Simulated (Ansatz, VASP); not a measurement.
One calculation of MgO, two programs

The input INCAR:

```
SYSTEM = MgO
  PREC = Accurate
  ENCUT = 520
  EDIFF = 1E-6
  ISMEAR = 0
  SIGMA = 0.05
  LREAL = .FALSE.
  LASPH = .TRUE.
  NELM = 100
  ALGO = Normal
  ISIF = 2
  LWAVE = .FALSE.
  LCHARG = .FALSE.
  GGA = PE
  NBANDS = 11
```

The input KPOINTS:

```
regular mesh
0
G
  10 10 10
  0 0 0
```

POSCAR

```
MgO
1.0
    0.0000000000      2.1351500000      2.1351500000
    2.1351500000      0.0000000000      2.1351500000
    2.1351500000      2.1351500000      0.0000000000
Mg O
1 1
Direct
    0.0000000000      0.0000000000      0.0000000000
    0.5234175585      0.4765824415      0.4297473245
```

Input for Ansatz:

```yaml
crystal:
  lattice:
    - [0.0, 2.13515, 2.13515]
    - [2.13515, 0.0, 2.13515]
    - [2.13515, 2.13515, 0.0]
  atoms:
    - { symbol: Mg, position: [0.0, 0.0, 0.0] }
    - { symbol: O, position: [0.5234175585, 0.4765824415, 0.4297473245] }
basis:
  ecutwfc: 420
kpoints:
  mp_grid: { grid: [10, 10, 10] }
hamiltonian:
  xc: pbe
scf:
  occupations: { method: gaussian, width: 0.05 }
output:
  forces: true
  stress: true
  eigenvalues: true
  write_density: true
  write_potential: true
  elf: true
  volumetric_format: npy
```

Alike in both runs: task single point; functional PBE; k mesh 10 × 10 × 10; occupations gaussian, width 0.05 eV; no spin polarisation.

|  | VASP | Ansatz |
| --- | --- | --- |
| version | VASP 6.6.1 | Ansatz 0.2.0 |
| potentials or method | VASP PAW PBE potentials, release 64 (Mg, O) | scalar-relativistic, plane waves, PAW |
| plane-wave cutoff (eV) | 520 | 420 |
| valence electrons in the cell | 8 | 16 |

```tsv
	VASP	Ansatz	Ansatz less VASP
gap on the k mesh at the Fermi level (eV)	4.32	4.34	+0.017
least direct gap on the mesh (eV)	4.32	4.34	+0.017
pressure (GPa)	1.9	2.6	+0.68
largest component of the traceless stress (GPa)	7.47	7.38	-0.096
rms of the force components (eV/Å)	0.702	0.692	-0.0096
```

Atom by atom the forces differ by 0.010 eV/Å (rms over components). The two sets of potentials don't hold the same shells in valence.

Caveats: forces of over 1 eV/Å show positions far from the minimum, so gaps and moduli don't describe the material at rest.
